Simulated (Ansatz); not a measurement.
The system is ZnS (Wurtzite-6H).

```xyz
12
Lattice="3.8120 0.0000 0.0000 -1.9060 3.3013 0.0000 0.0000 0.0000 18.6900" Properties=species:S:1:pos:R:3 pbc="T T T"
Zn    0.0000    2.2009   15.5749
Zn    1.9060    1.1004    6.2299
Zn    1.9060    1.1004   12.4601
Zn    0.0000    2.2009    3.1151
Zn    0.0000    0.0000    9.3450
Zn    0.0000    0.0000    0.0000
S     0.0000    2.2009   17.9112
S     1.9060    1.1004    8.5662
S     1.9060    1.1004   14.7963
S     0.0000    2.2009    5.4513
S     0.0000    0.0000   11.6812
S     0.0000    0.0000    2.3362
```

Base run:

```yaml
Program: Ansatz 0.2.0
Functional: PBEsol
Potentials_or_basis: Ansatz PAW
Cutoff: 420 eV
Density_cutoff: 1680 eV
k_mesh: 8 × 8 × 2
Occupations: fermi-dirac, width 0.05 eV
Spin: no spin polarisation
```

Its results: band gap on the k mesh 2.02 eV, direct; pressure -1.5 GPa; largest force 0.027 eV/Å.

**Question.** The run is repeated on the same cell with these changes: functional from PBEsol to r2SCAN; cutoff from 420 eV to 500 eV; density cutoff from 1680 eV to 2000 eV. What comes out?

**Answer.** Band gap on the k mesh 2.72 eV, direct; pressure -0.1 GPa; largest force 0.031 eV/Å.

r2SCAN gives the wider gap, since meta-GGAs in the generalised Kohn-Sham scheme recover part of the derivative discontinuity.

Caveats: the cell's inner coordinates are idealised or old, which leaves forces on the atoms; the PAW data sets come from PBE, with cores solved anew for the run's functional, which leaves a small shift of forces and pressure.

Not every run made on this cell is shown here.
